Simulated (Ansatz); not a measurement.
Write a Python script for Ansatz 0.2.0, Python API that makes a projected density of states of NaCl, space group Pm-3m. Level of theory: PBE, PAW, cutoff 510 eV, 5×5×5 k-points, fixed occupations.

```cif
data_structure
_symmetry_space_group_name_H-M 'P 1'
_symmetry_Int_Tables_number 1
_cell_length_a 2.8600
_cell_length_b 2.8600
_cell_length_c 2.8600
_cell_angle_alpha 90.000
_cell_angle_beta 90.000
_cell_angle_gamma 90.000
_cell_volume 23.39
loop_
_atom_site_label
_atom_site_type_symbol
_atom_site_fract_x
_atom_site_fract_y
_atom_site_fract_z
_atom_site_occupancy
Na1 Na 0.00000 0.00000 0.00000 1
Cl1 Cl 0.50000 0.50000 0.50000 1
```

Script `pdos_nacl.py`:
```python
"""Which atoms and shells make the states of NaCl."""

from collections import Counter
import json

import ansatz as az
import matplotlib.pyplot as plt
import numpy as np

lattice = az.Lattice.of(
    (2.86, 0.0, 0.0),
    (0.0, 2.86, 0.0),
    (0.0, 0.0, 2.86),
)
sites = [
    ("Na", (0.0, 0.0, 0.0)),
    ("Cl", (0.5, 0.5, 0.5)),
]
nacl = az.Crystal(lattice=lattice)
for symbol, position in sites:
    nacl = nacl.atom(symbol, position)

calculation = (
    nacl.calculation()
    .functional(az.Functional.PBE)
    .basis(510)
    .kpoints(5)
    .occupations("fixed")
    .scf(extra_bands=10)
    .density_of_states(projected=True, energy_step=0.05)
)
res = calculation.run(events_out="events.ndjson")
summary = res.report
with open("events.ndjson") as stream:
    kinds = Counter(json.loads(line)["event"] for line in stream)
print("events:", {kind: kinds[kind] for kind in ("scf_iter", "scf_done", "notice", "finished")})

dos = res.density_of_states()
energy = np.asarray(dos.energies_ev) - dos.fermi_ev
curves = {}
for site in res.projected_density_of_states().sites:
    for shell in site.shells:
        weight = sum(np.sum(curve.g_bin_mean_per_ev, axis=0) for curve in shell.curves)
        name = f"{site.species} {shell.label}"
        curves[name] = curves.get(name, 0) + weight

window = (energy > -10) & (energy < 6)
fig, ax = plt.subplots(figsize=(5.5, 3.5))
for name, g in curves.items():
    if g[window].max() > 0.05:
        ax.plot(energy[window], g[window], label=name, lw=1)
        print(f"{name:8s} peak {g[window].max():7.3f} states/eV at {energy[window][g[window].argmax()]:6.2f} eV")
ax.set(xlabel="E - E_F (eV)", ylabel="states/eV")
ax.legend(fontsize=7)
fig.tight_layout()
fig.savefig("pdos.png", dpi=100)
```

```console
$ python pdos_nacl.py
events: {'scf_iter': 6, 'scf_done': 1, 'notice': 2, 'finished': 1}
Na 3S    peak   0.283 states/eV at   5.97 eV
Cl 3P    peak   1.864 states/eV at  -2.63 eV
```

Reading the output:
- Along an axis with an odd division the mesh misses the point at one half; a gap read on a finite mesh is an upper bound on this functional's gap.
- Semilocal gaps usually lie well under measured ones.
- Energy and stress may still move on a finer k-point mesh.
- Peaks are the largest values inside the energy window taken; deeper bands lie outside it.
- The crystal has a gap of about 5.45 eV on the mesh; bins of finite width blur the band edges.
- The starting cell is as deposited in a crystallographic database; the results hold for this polymorph, which needn't be the stable one.
- Curves are summed over the cell's atoms. Only shells that the potentials hold have channels, so projections don't add up to the total, least of all where a shell is missing (p of most metals); heights and places of peaks move with the mesh.
- The density of states is complete only as far up as bands were computed.
- It ran for 1.4 s on 1 thread of Arm Neoverse V2, with other jobs on the host, peak memory 0.34 GiB.

(Lines on the test bed's own set-up are left out of the output.)
